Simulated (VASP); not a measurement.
# CoO (R-3m) in VASP: notebook, part 2 of 2

VASP 6.6.1.

**3. Single point, PBE, collinear spin, ferromagnetic start**

The input, run.py:

```python
from ase.calculators.vasp import Vasp
from ase.dft.bandgap import bandgap
from ase.io import read

atoms = read('CoO.cif', primitive_cell=True, subtrans_included=False)
atoms.set_initial_magnetic_moments([0.0, 2.0])
calc = Vasp(
    directory='calc',
    xc='pbe',
    pp='PBE',
    setups={'base': 'minimal', 'O': '_GW', 'Co': '_GW'},
    prec='Accurate',
    encut=550,
    ediff=1e-06,
    ismear=0,
    sigma=0.1,
    lreal=False,
    lasph=True,
    nelm=100,
    algo='Fast',
    isif=2,
    lwave=False,
    lcharg=True,
    ispin=2,
    lorbit=11,
    lmaxmix=4,
    lelf=True,
    lvhar=True,
    kpts=[11, 11, 11],
    gamma=True,
    nbands=18,
)
atoms.calc = calc

print('energy (eV):', atoms.get_potential_energy())
print('free energy (eV):', atoms.get_potential_energy(force_consistent=True))
print('forces (eV/A):')
print(atoms.get_forces())
print('stress (eV/A^3, Voigt):', atoms.get_stress())
print('Fermi level (eV):', calc.get_fermi_level())
print('moment (muB):', atoms.get_magnetic_moment())
print('site moments (muB):', atoms.get_magnetic_moments())
gap, top, bottom = bandgap(calc)
print('band gap (eV):', gap, 'from (spin, k, band)', top, 'to', bottom)
```

The input, CoO.cif:

```cif
data_CoO
_cell_length_a 3.01093909
_cell_length_b 3.01093909
_cell_length_c 7.31978072
_cell_angle_alpha 90.00000000
_cell_angle_beta 90.00000000
_cell_angle_gamma 120.00000000
_space_group_name_H-M_alt 'R-3m'
_space_group_name_Hall '-R 3 2"'
_space_group_IT_number 166
loop_
_space_group_symop_operation_xyz
'x,y,z'
'-x,-y,-z'
'-y,x-y,z'
'y,-x+y,-z'
'-x+y,-x,z'
'x-y,x,-z'
'y,x,-z'
'-y,-x,z'
'x-y,-y,-z'
'-x+y,y,z'
'-x,-x+y,-z'
'x,x-y,z'
'x+2/3,y+1/3,z+1/3'
'-x+2/3,-y+1/3,-z+1/3'
'-y+2/3,x-y+1/3,z+1/3'
'y+2/3,-x+y+1/3,-z+1/3'
'-x+y+2/3,-x+1/3,z+1/3'
'x-y+2/3,x+1/3,-z+1/3'
'y+2/3,x+1/3,-z+1/3'
'-y+2/3,-x+1/3,z+1/3'
'x-y+2/3,-y+1/3,-z+1/3'
'-x+y+2/3,y+1/3,z+1/3'
'-x+2/3,-x+y+1/3,-z+1/3'
'x+2/3,x-y+1/3,z+1/3'
'x+1/3,y+2/3,z+2/3'
'-x+1/3,-y+2/3,-z+2/3'
'-y+1/3,x-y+2/3,z+2/3'
'y+1/3,-x+y+2/3,-z+2/3'
'-x+y+1/3,-x+2/3,z+2/3'
'x-y+1/3,x+2/3,-z+2/3'
'y+1/3,x+2/3,-z+2/3'
'-y+1/3,-x+2/3,z+2/3'
'x-y+1/3,-y+2/3,-z+2/3'
'-x+y+1/3,y+2/3,z+2/3'
'-x+1/3,-x+y+2/3,-z+2/3'
'x+1/3,x-y+2/3,z+2/3'
loop_
_atom_site_label
_atom_site_type_symbol
_atom_site_symmetry_multiplicity
_atom_site_Wyckoff_symbol
_atom_site_fract_x
_atom_site_fract_y
_atom_site_fract_z
_atom_site_occupancy
Co1 Co 3 a 0.0000000000 0.0000000000 0.0000000000 1
O1 O 3 b 0.3333333333 0.6666666667 0.1666666667 1
```

Potentials or basis: VASP PAW PBE potentials, release 64 (O_GW, Co_GW).

On the command line:

```console
$ python run.py
```

Standard output:

```text
energy (eV): -13.08336293
free energy (eV): -13.09377553
forces (eV/A):
[[-0.  0.  0.]
 [ 0. -0. -0.]]
stress (eV/A^3, Voigt): [ 0.00592165  0.00592165  0.0089535   0.         -0.          0.        ]
Fermi level (eV): 5.24458027
moment (muB): 2.8906175
site moments (muB): [0.3  2.53]
band gap (eV): 0.0 from (spin, k, band) (None, None, None) to (None, None, None)
```

OUTCAR:

```text
ENCUT = 550.000000
   EDIFF = 1.00e-06
   GGA = PE
   PREC = Accurate
   ISIF = 2
   ISMEAR = 0
   ISPIN = 2
   LORBIT = 11
   NELM = 100
   LASPH = .TRUE.
   LREAL = .FALSE.

 ion  position               nearest neighbor table
   1  0.500  0.500  0.500-   2 2.12   2 2.12   2 2.12   2 2.12   2 2.12   2 2.12
   2  0.000  0.000  0.000-   1 2.12   1 2.12   1 2.12   1 2.12   1 2.12   1 2.12

  LATTYP: Found a trigonal (rhomboedric) cell.
 ALAT       =     2.9958573694
 COS(alpha) =     0.4949531367

  Lattice vectors:

 A1 = (   1.5054695450,   0.8691832471,   2.4399269067)
 A2 = (  -1.5054695450,   0.8691832471,   2.4399269067)
 A3 = (  -0.0000000000,  -1.7383664941,   2.4399269067)

Analysis of symmetry for initial positions (statically):
=====================================================================
 Subroutine PRICEL returns:
 Original cell was already a primitive cell.

 Routine SETGRP: Setting up the symmetry group for a
[... 1900 lines left out ...]
     17      33.6156      0.00000
     18      34.6976      0.00000

 [... further k-points ...]

------------------------ aborting loop because EDIFF is reached ----------------------------------------

  FORCE on cell =-STRESS in cart. coord.  units (eV):
  Direction    XX          YY          ZZ          XY          YZ          ZX
  --------------------------------------------------------------------------------------
  -------------------------------------------------------------------------------------
  Total       -0.1134367     -0.1134367     -0.1715157     -0.0000000      0.0000000      0.0000000
  in kB       -9.4875235     -9.4875235    -14.3450873     -0.0000000      0.0000000      0.0000000
  external PRESSURE =     -11.1067114 kB  Pullay stress =       0.0000000 kB

 VOLUME and BASIS-vectors are now :
 -----------------------------------------------------------------------------
  energy-cutoff  :      550.00
  volume of cell :       19.16
      direct lattice vectors                 reciprocal lattice vectors
     1.505469545  0.869183247  2.439926907     0.332122295  0.191750896  0.136616114
    -1.505469545  0.869183247  2.439926907    -0.332122295  0.191750896  0.136616114
    -0.000000000 -1.738366494  2.439926907     0.000000000 -0.383501793  0.136616114

 POSITION                                       TOTAL-FORCE (eV/Angst)
 -----------------------------------------------------------------------------------
     -0.00000      0.00000      3.65989        -0.000000      0.000000      0.000000
      0.00000      0.00000      0.00000         0.000000     -0.000000     -0.000000
 -----------------------------------------------------------------------------------
    total drift:                                0.000000     -0.000000     -0.000000

  FREE ENERGIE OF THE ION-ELECTRON SYSTEM (eV)
  ---------------------------------------------------
  free  energy   TOTEN  =       -13.0937755280 eV

  energy  without entropy=      -13.0729503324  energy(sigma->0) =      -13.08336293

 total charge

# of ion       s       p       d       f       tot
--------------------------------------------------
    1        1.532   3.382   0.000   0.000   4.913
    2        0.290   0.353   7.104   0.024   7.771
--------------------------------------------------
tot          1.822   3.734   7.104   0.024  12.684

 magnetization (x)

# of ion       s       p       d       f       tot
--------------------------------------------------
    1        0.033   0.268   0.000   0.000   0.300
    2        0.021   0.018   2.489   0.002   2.530
--------------------------------------------------
tot          0.054   0.286   2.489   0.002   2.830
```

INCAR:

```text
ENCUT = 550.000000
SIGMA = 0.100000
EDIFF = 1.00e-06
ALGO = Fast
GGA = PE
PREC = Accurate
ISIF = 2
ISMEAR = 0
ISPIN = 2
LMAXMIX = 4
LORBIT = 11
NBANDS = 18
NELM = 100
LASPH = .TRUE.
LCHARG = .TRUE.
LELF = .TRUE.
LVHAR = .TRUE.
LWAVE = .FALSE.
LREAL = .FALSE.
MAGMOM = 1*0.0000 1*2.0000
```

Wall time 98 s (1 thread of AMD EPYC 9R45 (Zen 5), shared host); peak memory 0.19 GiB.

What came out:

```
Free energy                                           : -13.0938 eV
Pressure                                              : -1.1 GPa
Band gap on the k mesh                                : none (metal or under the smearing width)
Net moment                                            : 2.89 μB per cell
Site moments                                          : O +0.30; Co +2.53 μB
Valence electrons inside the program's atomic spheres : O 4.91; Co 7.77
```

Stress tensor (GPa, compression positive):
```
-0.95  0.00  0.00
 0.00 -0.95  0.00
 0.00  0.00 -1.43
```

Caveat: a cell with one magnetic atom can't hold antiferromagnetic order, which such compounds often take; semilocal functionals often make such compounds metallic where correlation or magnetic order opens a gap, which also shifts bond lengths. With open d or f shells a metallic result of PBE can be an artefact of self-interaction; +U or a hybrid may open a gap.

**4. Single point, RPBE, collinear spin, ferromagnetic start**

The input, INCAR:

```
SYSTEM = CoO
ALGO = Normal
EDIFF = 1E-7
ENCUT = 550
GGA = RP
ISIF = 2
ISMEAR = 0
ISPIN = 2
LASPH = .TRUE.
LCHARG = .TRUE.
LELF = .TRUE.
LMAXMIX = 4
LORBIT = 11
LREAL = .FALSE.
LVHAR = .TRUE.
LWAVE = .FALSE.
MAGMOM = 2 0
NELM = 120
PREC = Accurate
SIGMA = 0.02
```

The input, KPOINTS:

```
k-points
0
G
  11 11 11
  0 0 0
```

The input, POSCAR:

```
CoO
1.0
    1.5054695445      0.8691832468      2.4399269062
   -1.5054695445      0.8691832468      2.4399269062
    0.0000000000     -1.7383664936      2.4399269062
Co O
1 1
Direct
    0.0000000000      0.0000000000      0.0000000000
    0.5000000000      0.5000000000      0.5000000000
```

Potentials or basis: VASP PAW PBE potentials, release 64 (Co_GW, O_GW).

On the command line:

```console
$ cat potpaw_PBE.64/Co_GW/POTCAR potpaw_PBE.64/O_GW/POTCAR > POTCAR
$ mpirun -np 1 vasp_std > vasp.out
```

It took 62 s on 1 thread of Intel Xeon Platinum 8488C (Sapphire Rapids), shared host; peak memory 0.2 GiB.

It converged, with:

* Free energy: -12.2186 eV
* Pressure: 5.3 GPa
* Band gap on the k mesh: none (metal or under the smearing width)
* Net moment: 2.96 μB per cell
* Site moments: Co +2.58; O +0.32 μB
* Valence electrons inside the program's atomic spheres: Co 7.76; O 4.93

Stress tensor (GPa, compression positive):
```
5.58 0.00 0.00
0.00 5.58 0.00
0.00 0.00 4.72
```

Levels at points of the mesh, in eV from the Fermi level:
Spin up:
| k point | band 5 | band 6 | band 7 | band 8 | band 9 | band 10 | band 11 | band 12 |
| --- | --- | --- | --- | --- | --- | --- | --- | --- |
| (0.00, 0.00, 0.00) | -3.18 | -3.18 | -3.18 | -3.13 | -3.10 | 1.07 | 16.92 | 18.10 |
Spin down:
| k point | band 3 | band 4 | band 5 | band 6 | band 7 | band 8 | band 9 | band 10 |
| --- | --- | --- | --- | --- | --- | --- | --- | --- |
| (0.00, 0.00, 0.00) | -2.59 | -2.54 | -1.12 | -1.12 | -1.12 | 0.14 | 0.14 | 1.60 |

Caveat: the PAW data sets were made with another functional, which shifts forces and pressure a little; a cell with one magnetic atom can't hold antiferromagnetic order, which such compounds often take; semilocal functionals often make such compounds metallic where correlation or magnetic order opens a gap, which also shifts bond lengths. With open d or f shells a metallic result of RPBE can be an artefact of self-interaction; +U or a hybrid may open a gap.

**5. The reference run**

An earlier run on the cell as given: functional PBE; potentials or basis VASP PAW PBE potentials, release 64 (Co, O); cutoff 520 eV; k mesh 11 × 11 × 11; occupations fermi-dirac, width 0.05 eV; collinear spin, ferromagnetic start; starting moments [2.0, 0.0] μB.

- Pressure: -0.6 GPa
- Band gap on the k mesh: none (metal or under the smearing width)
- Net moment: 2.87 μB per cell
- Site moments: Co +2.54; O +0.29 μB
- Valence electrons inside the program's atomic spheres: Co 7.81; O 4.98

**6. Summary**

| level | potentials or basis | cutoff (eV) | smearing | gap on the mesh (eV) | pressure (GPa) | moment (μB) |
| --- | --- | --- | --- | --- | --- | --- |
| PBE | VASP PAW PBE potentials, release 64 (Co_GW, O_GW) | 550 | gaussian 0.1 eV | none | -1.2 | 2.89 |
| PBE | VASP PAW PBE potentials, release 64 (O_GW, Co_GW) | 550 | gaussian 0.1 eV | none | -1.1 | 2.89 |
| RPBE | VASP PAW PBE potentials, release 64 (Co_GW, O_GW) | 550 | gaussian 0.02 eV | none | 5.3 | 2.96 |
| PBE | VASP PAW PBE potentials, release 64 (Co, O) | 520 | fermi-dirac 0.05 eV | none | -0.6 | 2.87 |

Alike in all rows: task single point; spin collinear, ferromagnetic start; cell as given; k mesh 11 × 11 × 11.

Caveats: a cell with one magnetic atom can't hold antiferromagnetic order, which such compounds often take; semilocal functionals often make such compounds metallic where correlation or magnetic order opens a gap, which also shifts bond lengths; the PAW data sets were made with another functional, which shifts forces and pressure a little (some runs).

Absolute energies hang on the potentials; compare differences alone.
